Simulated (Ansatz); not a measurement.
# CsCl: the cell at several levels of theory

One table from this session's results is given with a row withheld; the runs are named, their logs left out.

Program: Ansatz 0.2.0. PAW datasets, plane waves, zero pressure. Calculated at 0 K for a non-magnetic cell.

## The cell

Space group Pm-3m (No. 221), cubic; conventional cell a = 4.144 Å, 35.57 Å³ an atom. Near Cs stand 8 Cl at 3.59 Å; near Cl stand 8 Cs at 3.59 Å.

Structure file:

```cif
data_structure
_symmetry_space_group_name_H-M 'Pm-3m'
_symmetry_Int_Tables_number 221
_cell_length_a 4.1437
_cell_length_b 4.1437
_cell_length_c 4.1437
_cell_angle_alpha 90.000
_cell_angle_beta 90.000
_cell_angle_gamma 90.000
_cell_volume 71.15
loop_
_atom_site_label
_atom_site_type_symbol
_atom_site_symmetry_multiplicity
_atom_site_Wyckoff_symbol
_atom_site_fract_x
_atom_site_fract_y
_atom_site_fract_z
_atom_site_occupancy
Cs1 Cs 1 a 0.00000 0.00000 0.00000 1
Cl1 Cl 1 b 0.50000 0.50000 0.50000 1
```

Set-up of the first run:

File input.yaml:

```yaml
crystal:
  lattice:
    - [4.14369834, 0.0, 0.0]
    - [0.0, 4.14369834, 0.0]
    - [0.0, 0.0, 4.14369834]
  atoms:
    - { symbol: Cs, position: [0.0, 0.0, 0.0] }
    - { symbol: Cl, position: [0.5, 0.5, 0.5] }
kpoints:
  mp_grid: { grid: [6, 6, 6] }
hamiltonian:
  xc: pbe
scf:
  occupations: { method: fermi_dirac, width: 0.02 }
relax:
  f_tol: 0.005
  cell: {}
output:
  write_density: true
  write_potential: true
  elf: true
  volumetric_format: npy
```

The run is started by

```console
ansatz run input.yaml --threads 2 --pin off --max-ram 29491MiB --backend cpu --events-out ev --progress --plain --runs-dir out
```

Steps of the session up to this table: PBE: cell and atoms; r2SCAN: cell and atoms; Relaxation with PBEsol; Relaxing with LDA; Relaxing with HSE06.

One of the session's tables, all rows but one given; the rest of the session is left out.

It belongs to the step «The cells side by side». 

```
 level  a (Å)  volume (Å³/atom)
   PBE  4.203            37.122
r2SCAN  4.137            35.398
PBEsol  4.071            33.738
   LDA      ?                 ?
 HSE06  4.175            36.381
```

**Question.** Estimate the row for LDA.

The run gave: a (Å): 3.970; volume (Å³/atom): 31.292. In the column «a (Å)» it is the lowest.

In words: The first relaxation changed the volume by +4.3 % from the start. LDA gives the smallest cell and PBE the largest; they differ by 18.6 % in volume, a mean of 5.9 % in length. The meshes differ: PBE 6×6×6, r2SCAN 6×6×6, PBEsol 6×6×6, LDA 6×6×6, HSE06 4×4×4.
